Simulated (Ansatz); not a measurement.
**ZrSe2: a single-point run**

Aim: a sound single-point run of ZrSe2. The structure is shown as the input types it.

Program: Ansatz 0.2.0. Level of theory: density functional or hybrid calculation with the settings of its input, plane waves (as first typed). These are calculated values, not measurements.

6 further runs of the same task are left out: 1 for a known fault of the program, 5 that didn't finish.

### Step 1. The starting structure

It takes space group P-3m1 (No. 164, trigonal). Conventional cell: a = 3.788 Å, b = 3.788 Å, c = 6.180 Å, α = 90.00°, β = 90.00°, γ = 120.00°. Around Zr (site symmetry -3m) lie 6 Se at 2.69 Å. Around Se (site symmetry 3m) lie 3 Zr at 2.69 Å.

As a file:

```
Zr Se
1.0
     3.78811    0.00000    0.00000
    -1.89406    3.28060    0.00000
     0.00000    0.00000    6.18006
Zr Se
1 2
Direct
  0.00000 0.00000 0.00000
  0.33333 0.66667 0.25381
  0.66667 0.33333 0.74619
```

### Step 2. Input and run

Contents of input.yaml:

```yaml
crystal:
  lattice:
    - [3.7881123196, 0.0, 0.0]
    - [-1.8940561598, 3.2806015011, 0.0]
    - [0.0, 0.0, 6.1800627021]
  atoms:
    - { symbol: Zr, position: [0.0, 0.0, 0.0] }
    - { symbol: Se, position: [0.3333333333, 0.6666666667, 0.2538098226] }
    - { symbol: Se, position: [0.6666666667, 0.3333333333, 0.7461901774] }
kpoints:
  mp_grid: { grid: [6, 6, 2] }
hamiltonian:
  xc: hse06
scf:
  occupations: { method: fixed }
  n_extra_bands: 4
  max_iter: 97
output:
  forces: true
  stress: true
  eigenvalues: true
basis:
  ecutwfc: 120
```

Started as:

```bash
ansatz run input.yaml --threads 4 --pin off --max-ram 3686MiB --backend cpu --events-out ev --progress --plain --runs-dir out
```

What happens when this is run?

The program finished normally, with warnings (cutoff below recommended, stress exchange threshold loose, stress scf threshold loose). Its log warns: «basis.ecutwfc = 120 eV is below the records' recommended 420 eV ...»

Look at the input: basis.ecutwfc is 120. The basis cutoff is far too low: the plane waves can't represent the orbitals near the cores. The potentials' recommended cutoff is 420 eV.

Run again and compare: delete basis.ecutwfc (the default then holds).
